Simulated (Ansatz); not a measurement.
# Frozen normal mode in P

The calculation used DFT PBEsol, scalar-relativistic, plane waves, PAW in Ansatz 0.2.0. Settings: plane waves to 420 eV, k-mesh 16×16×12 (Γ-centred), Gaussian smearing 0.15 eV. No spin polarisation. Energies are free energies at this smearing, counted from the undisturbed cell; pressure is positive in compression.

Reference structure (relaxed at this level):

```yaml
crystal:
  lattice:
    - [1.65871, -5.14536, 0.00000]
    - [1.65871, 5.14536, 0.00000]
    - [0.00000, 0.00000, 4.19717]
  atoms:
    - { symbol: P, position: [0.10528, 0.89472, 0.92713] }
    - { symbol: P, position: [0.60528, 0.39472, 0.57287] }
    - { symbol: P, position: [0.89472, 0.10528, 0.07287] }
    - { symbol: P, position: [0.39472, 0.60528, 0.42713] }
```

The cell holds layers and no dispersion correction was added, so their binding is poorly described.

A zone-centre mode of this cell is frozen in: each atom moves by x times its row below, so x is the largest displacement.
```
atom ux uy uz
  P1  0.000   1.000  0.000
  P2  0.000  -1.000  0.000
  P3  0.000   1.000  0.000
  P4  0.000  -1.000  0.000
```

```tsv
x (Å)	ΔE (meV/cell)
-0.3000	525.2
-0.1500	85.3
0.0000	0.0
0.0375	3.0
0.0750	14.9
0.1125	40.7
0.1875	153.0
0.2250	247.4
0.2625	371.1
```

Q: Predict the pressure (GPa) at each point.

A:
```tsv
x (Å)	pressure (GPa)
-0.3000	-2.9
-0.1500	-0.8
0.0000	0.0
0.0375	-0.1
0.0750	-0.2
0.1125	-0.5
0.1875	-1.3
0.2250	-1.8
0.2625	-2.3
```

Cost: 9 runs of about 3.4 core-minutes in all, on AMD EPYC 9R45 (Zen 5) (shared hosts).